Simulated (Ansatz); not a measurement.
# Te, one cell by several methods

```
Te
1.0
     4.23410   -2.37120    0.00000
     4.23410    2.37120    0.00000
    -0.13045    0.00000    3.95735
Te
3
Direct
  0.67600 0.67600 0.67500
  0.32400 0.32400 0.32500
  0.00000 0.00000 0.00000
```

Atom numbers follow the list: Te1, Te2, Te3.

Conventional cell: a = 8.468 Å, b = 4.742 Å, c = 3.959 Å, α = 90.00°, β = 91.89°, γ = 90.00°. Te (atom 1) is surrounded by 6 Te at 2.99 to 3.25 Å. Te (atom 3) has 6 Te at 2.99 to 3.10 Å as nearest neighbours.

The cell comes from COD entry 1533530, which wasn't checked; take it as a given geometry.

No spin–orbit coupling, which matters for the heavy atoms here.

All numbers are computed: DFT, PBE, PAW with Ansatz's default frozen-core files, scalar-relativistic (Ansatz 0.2.0); DFT, PBE, all-electron PAW with datasets made for the crystal, scalar-relativistic (Ansatz 0.2.0); DFT, PBE, all-electron LAPW, scalar-relativistic (Ansatz 0.2.0).

For PAW: a Γ-centred 8×8×8 k mesh, Fermi–Dirac smearing of 0.05 eV, cutoff 420 eV, no spin polarisation. The crystal-made all-electron datasets (AE datasets) take a cutoff of 160 eV at this cell. LAPW targets a basis error of 1 meV/atom. The Ansatz runs share mesh, smearing and spin set-up. Plane-wave (PAW) pressures include the program's estimate of the Pulay term.

Stress and pressure are positive in compression.

Levels count from the Fermi level.

```
                       quantity     PAW  AE datasets    LAPW
                 pressure (GPa)    9.40         9.41    9.42
                stress xx (GPa)    9.11         9.13    9.13
                stress yy (GPa)    9.22         9.24    9.24
                stress zz (GPa)    9.87         9.88    9.88
                stress xz (GPa)    1.01         1.01    1.01
         force on Te1, x (eV/Å)  -0.457       -0.456  -0.456
 highest filled level at D (eV)  -0.214       -0.214  -0.214
   lowest empty level at D (eV)   0.160        0.160   0.160
highest filled level at M2 (eV)  -3.756       -3.757  -3.757
  lowest empty level at M2 (eV)   1.531        1.532   1.532
```

PAW's pressure differs from the LAPW value by -0.02 GPa.
